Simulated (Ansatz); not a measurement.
Runs of Ansatz 0.2.0 on Si2Mo. Symmetry: I4/mmm, No. 139, tetragonal system. Conventional cell: a = 3.200 Å, b = 3.200 Å, c = 7.861 Å, α = 90.00°, β = 90.00°, γ = 90.00°. Mo (site symmetry 4/mmm) has 10 Si at 2.62 Å as nearest neighbours. Si (site symmetry 4mm) has 5 Si at 2.61 to 2.63 Å and 5 Mo at 2.62 Å as nearest neighbours. 

| share of exact exchange | gap on the mesh (eV) | pressure (GPa) | largest force (eV/Å) |
| --- | --- | --- | --- |
| 0.3 | none | -4.9 | 0.49 |
| 0.25 | none | -3.8 | (b) |
| 0.2 | none | -2.6 | 0.41 |
| 0.05 | none | 0.9 | 0.30 |
| 0.15 | none | -1.4 | 0.38 |
| 0.4 | none | (c) | 0.58 |
| 0.1 | none | (a) | 0.34 |
| 0.5 | none | -9.2 | 0.71 |

Alike in all rows: task single point; level HSE06 form with a typed share of exact exchange; potentials or basis Ansatz PAW; no spin polarisation; cell as given; k mesh 6 × 6 × 6; cutoff (eV) 420; smearing fermi-dirac 0.05 eV; the mesh is coarse, so values aren't converged.

Task: Estimate the missing entries.

Result: (a) -0.3; (b) 0.45; (c) -7.1.

Caveats: all runs use coarse meshes; the PAW data sets come from PBE, with cores solved anew for the run's functional, which leaves a small shift of forces and pressure; the thresholds are loose for stress.

A k mesh can miss the band edges, and the runs leave out spin-orbit coupling on Mo.

A gap of «none» marks a metal or a gap under the smearing width.
